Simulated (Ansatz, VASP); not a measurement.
## Two plane-wave programs on In

The input INCAR:

```
SYSTEM = In
PREC = Accurate
ENCUT = 520
EDIFF = 1E-7
ISMEAR = -1
SIGMA = 0.1
LREAL = .False.
LASPH = .True.
NELM = 60
ALGO = Normal
ISIF = 2
LWAVE = .False.
LCHARG = .True.
GGA = RP
LELF = .True.
LVHAR = .True.
NBANDS = 12
```

Contents of KPOINTS:

```
regular mesh
0
Gamma
  11 11 11
  0 0 0
```

POSCAR

```
In
1.0
    3.1837988426      0.0000000000      0.0000000000
    0.0000000000      3.1837988426      0.0000000000
    0.0000000000      0.0000000000      3.1837988426
In
1
Direct
    0.0000000000      0.0000000000      0.0000000000
```

Input for Ansatz:

```yaml
crystal:
  lattice:
    - [3.1837988426, 0.0, 0.0]
    - [0.0, 3.1837988426, 0.0]
    - [0.0, 0.0, 3.1837988426]
  atoms:
    - { symbol: In, position: [0.0, 0.0, 0.0] }
hamiltonian:
  xc: rpbe
  pseudopotentials:
    kind: paw
    azcp:
      In: "pseudopotentials/In.paw.azcp"
basis:
  ecutwfc: 420
  fft_grid_basis: typed
kpoints:
  mp_grid: { grid: [11, 11, 11], shift: [0, 0, 0] }
magnetization:
  spin_polarized: false
scf:
  occupations: { method: fermi_dirac, width: 0.1 }
  lower_state_search: "off"
output:
  stress: true
  write_density: true
  write_potential: true
  elf: true
  volumetric_format: npy
```

Alike in both runs: task single point; functional RPBE; k mesh 11 × 11 × 11; occupations fermi-dirac, width 0.1 eV; no spin polarisation.

```csv
,VASP,Ansatz
version,VASP 6.6.1,Ansatz 0.2.0
potentials or method,"VASP PAW PBE potentials, release 64 (In_d)","plane waves (420 eV) with PAW, scalar-relativistic"
plane-wave cutoff (eV),520,420
valence electrons in the cell,13,13
```

|  | VASP | Ansatz | Ansatz less VASP |
| --- | --- | --- | --- |
| pressure (GPa) | -0.8 | -0.8 | +0.02 |

With one functional, cell and mesh, what is left measures potentials, basis and numerics.

Caveats: the PAW data sets were made with another functional, which shifts forces and pressure a little (VASP).
